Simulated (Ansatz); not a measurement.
Runs of Ansatz 0.2.0 on MoSe2. It takes space group P6_3/mmc (No. 194, hexagonal). The conventional cell has a = 3.288 Å, b = 3.288 Å, c = 12.900 Å, α = 90.00°, β = 90.00°, γ = 120.00°. Mo (site symmetry -6m2) is surrounded by 6 Se at 2.49 Å. Se (site symmetry 3m) is surrounded by 3 Mo at 2.49 Å. 

```tsv
task	level	spin	k mesh	cutoff (eV)	smearing	points for each segment of the path	gap on the mesh (eV)	pressure (GPa)	largest force (eV/Å)
single point	PBE	off	9 × 9 × 2	420	gaussian 0.015 eV	-	0.89	8.0	1.10
single point	PBE	off	9 × 9 × 2	420	gaussian 0.014 eV	-	0.89	8.0	1.10
band structure	LDA	SOC, no magnetisation	7 × 7 × 2	420	fermi-dirac 0.05 eV	14	(c)	(b)	0.58
band structure	PBEsol	off	9 × 9 × 2	420	fermi-dirac 0.05 eV	14	(a)	3.2	0.80
band structure	r2SCAN	SOC, no magnetisation	7 × 7 × 2	500	fermi-dirac 0.05 eV	14	1.13	6.7	0.89
```

Alike in all rows: potentials or basis Ansatz PAW; cell as given.

Q: Estimate the missing entries.

A: (a) 0.88; (b) 0.6; (c) 0.97.

Caveats: the cell's inner coordinates are idealised or old, which leaves forces on the atoms; this functional lacks dispersion, which binds the layers, so the pressure and a relaxed spacing across them are unreliable (some runs); the k mesh misses the band edges, so the gap on the mesh is wider than the one along the path (some runs); the PAW data sets come from PBE, with cores solved anew for the run's functional, which leaves a small shift of forces and pressure (some runs); odd divisions of the mesh miss points on the zone boundary, where band edges often lie, so the gap on the mesh can be too wide (some runs).

A k mesh can miss the band edges, and rows without SOC leave out spin-orbit coupling on Mo, Se.
